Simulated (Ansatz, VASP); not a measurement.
This is a calculation of Mg for VASP 6.6.1.

The input INCAR:

```
SYSTEM = Mg
  PREC = Accurate
  ENCUT = 600
  EDIFF = 1E-6
  ISMEAR = -1
  SIGMA = 0.05
  LREAL = .False.
  LASPH = .True.
  NELM = 80
  ALGO = Normal
  ISIF = 3
  LWAVE = .False.
  LCHARG = .False.
  GGA = PE
  IBRION = 2
  NSW = 40
  EDIFFG = -0.005
```

KPOINTS

```
regular mesh
0
Gamma
  10 10 5
  0 0 0
```

Contents of POSCAR:

```
Mg
1.0
    3.2093000000      0.0000000000      0.0000000000
   -1.6046500000      2.7793353284      0.0000000000
    0.0000000000      0.0000000000      5.2103000000
Mg
2
Direct
    0.6666666667      0.3333333333      0.7500000000
    0.3333333333      0.6666666667      0.2500000000
```

Potentials or basis: VASP PAW PBE potentials, release 64 (Mg).

Run with:

```sh
$ cat potpaw_PBE.64/Mg/POTCAR > POTCAR
$ mpirun -np 1 vasp_std > vasp.out
```

**Question.** Translate it to Ansatz 0.2.0. Potentials there: Ansatz PAW.

**Answer.** As run (the cutoff follows the program's own potentials):

File input.yaml:

```yaml
crystal:
  lattice:
    - [3.2093, 0.0, 0.0]
    - [-1.60465, 2.7793353284, 0.0]
    - [0.0, 0.0, 5.2103]
  atoms:
    - { symbol: Mg, position: [0.6666666667, 0.3333333333, 0.75] }
    - { symbol: Mg, position: [0.3333333333, 0.6666666667, 0.25] }
hamiltonian:
  xc: pbe
  pseudopotentials: { kind: paw }
kpoints:
  mp_grid: { grid: [10, 10, 5] }
scf:
  occupations: { method: fermi_dirac, width: 0.05 }
output:
  forces: true
  stress: true
relax:
  f_tol: 0.01
  max_steps: 40
  cell: { stress_tol: 0.05 }
```

Potentials or basis: Ansatz PAW.

Command:

```bash
$ ansatz run input.yaml --threads 2 --pin off --max-ram 5632MiB --backend cpu --events-out ev --progress --plain --runs-dir out
```

Both were run:

|  | VASP | Ansatz | Ansatz less VASP |
| --- | --- | --- | --- |
| relaxed volume (Å³/atom) | 22.93 | 23.02 | +0.099 |
| relaxed cell length with the largest relative difference (Å) | 5.289 | 5.298 | +0.0084 |
| energy change over the relaxation (meV/atom) | -3 | -3 | +0.2 |

The two sets of potentials don't hold the same shells in valence.

Caveats: the plane-wave basis is chosen anew once the cell has moved, so the energies of steps on either side of that aren't comparable (Ansatz).
